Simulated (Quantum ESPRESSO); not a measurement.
Input of a Quantum ESPRESSO 7.5 run:

Contents of pw.in:

```
&CONTROL
  calculation = 'scf'
  prefix = 'pwscf'
  outdir = './tmp'
  pseudo_dir = './pseudo'
  tprnfor = .true.
  disk_io = 'low'
/
&SYSTEM
  ibrav = 0
  nat = 3
  ntyp = 2
  ecutwfc = 80
  nbnd = 23
  occupations = 'smearing'
  smearing = 'gaussian'
  degauss = 0.00367493
  nosym = .true.
/
&ELECTRONS
  conv_thr = 1.2d-07
  electron_maxstep = 120
  mixing_beta = 0.3
  mixing_ndim = 12
  startingpot = 'file'
  mixing_fixed_ns = 5
/
ATOMIC_SPECIES
Mo    95.9500 Mo.upf
S     32.0600 S.upf
CELL_PARAMETERS angstrom
   3.1479925200   -1.9297820300    0.0000000000
   3.1479925200    1.9297820300    0.0000000000
  -0.0030992400    0.0000000000    4.4393295900
ATOMIC_POSITIONS crystal
Mo     0.0000000000    0.0000000000    0.0000000000
S      0.6879000000    0.6879000000    0.2889000000
S      0.3121000000    0.3121000000    0.7111000000
K_POINTS automatic
5 5 4 0 0 0
HUBBARD {ortho-atomic}
U Mo-4d 6.0
```

File pp_density.in:

```
&INPUTPP
  prefix = 'pwscf'
  outdir = './tmp'
  filplot = 'density.dat'
  plot_num = 0
/
&PLOT
  nfile = 1
  filepp(1) = 'density.dat'
  iflag = 3
  output_format = 6
  fileout = 'density.cube'
/
```

File pp_potential.in:

```
&INPUTPP
  prefix = 'pwscf'
  outdir = './tmp'
  filplot = 'potential.dat'
  plot_num = 11
/
&PLOT
  nfile = 1
  filepp(1) = 'potential.dat'
  iflag = 3
  output_format = 6
  fileout = 'potential.cube'
/
```

pp_elf.in

```
&INPUTPP
  prefix = 'pwscf'
  outdir = './tmp'
  filplot = 'elf.dat'
  plot_num = 8
/
&PLOT
  nfile = 1
  filepp(1) = 'elf.dat'
  iflag = 3
  output_format = 6
  fileout = 'elf.cube'
/
```

start.in

```
&CONTROL
  calculation = 'scf'
  prefix = 'pwscf'
  outdir = './tmp'
  pseudo_dir = './pseudo'
  disk_io = 'nowf'
/
&SYSTEM
  ibrav = 0
  nat = 3
  ntyp = 2
  ecutwfc = 80
  nbnd = 23
  occupations = 'smearing'
  smearing = 'gaussian'
  degauss = 0.00367493
  nosym = .true.
/
&ELECTRONS
  conv_thr = 1.2d-07
  electron_maxstep = 1
  mixing_beta = 0.3
  mixing_ndim = 12
  scf_must_converge = .false.
/
ATOMIC_SPECIES
Mo    95.9500 Mo.upf
S     32.0600 S.upf
CELL_PARAMETERS angstrom
   3.1479925200   -1.9297820300    0.0000000000
   3.1479925200    1.9297820300    0.0000000000
  -0.0030992400    0.0000000000    4.4393295900
ATOMIC_POSITIONS crystal
Mo     0.0000000000    0.0000000000    0.0000000000
S      0.6879000000    0.6879000000    0.2889000000
S      0.3121000000    0.3121000000    0.7111000000
K_POINTS automatic
5 5 4 0 0 0
HUBBARD {ortho-atomic}
U Mo-4d 6.0
```

File occup.txt:

```
 0.0079 -0.0100  0.0423 -0.0552  0.0536
-0.0100  0.0128 -0.0538  0.0703 -0.0683
 0.0423 -0.0538  0.2270 -0.2964  0.2880
-0.0552  0.0703 -0.2964  0.3870 -0.3760
 0.0536 -0.0683  0.2880 -0.3760  0.3653
 0.0000  0.0000  0.0000  0.0000  0.0000
 0.0000  0.0000  0.0000  0.0000  0.0000
 0.0000  0.0000  0.0000  0.0000  0.0000
 0.0000  0.0000  0.0000  0.0000  0.0000
 0.0000  0.0000  0.0000  0.0000  0.0000
 0.0000  0.0000  0.0000  0.0000  0.0000
 0.0000  0.0000  0.0000  0.0000  0.0000
 0.0000  0.0000  0.0000  0.0000  0.0000
 0.0000  0.0000  0.0000  0.0000  0.0000
 0.0000  0.0000  0.0000  0.0000  0.0000
```

Potentials or basis: PseudoDojo 0.4.1 SR PBEsol standard.

The run is started by

```console
$ OMP_NUM_THREADS=1 pw.x -in start.in > start.out
$ cp occup.txt tmp/pwscf.save/occup.txt
$ OMP_NUM_THREADS=1 pw.x -in pw.in > pw.out
$ OMP_NUM_THREADS=1 pp.x -in pp_density.in > pp_density.out
$ OMP_NUM_THREADS=1 pp.x -in pp_potential.in > pp_potential.out
$ OMP_NUM_THREADS=1 pp.x -in pp_elf.in > pp_elf.out
```

(1) Estimate the largest force.

(2) Estimate the band gap on the k mesh.

Results:

(1) 1.812 eV/Å.

(2) none (metal or under the smearing width).

Caveat: the k mesh is coarse (spacing up to 0.38 Å⁻¹), so the values aren't converged; U without spin polarisation on a metal has little footing; forces of over 1 eV/Å show positions far from the minimum, so gaps and moduli don't describe the material at rest.
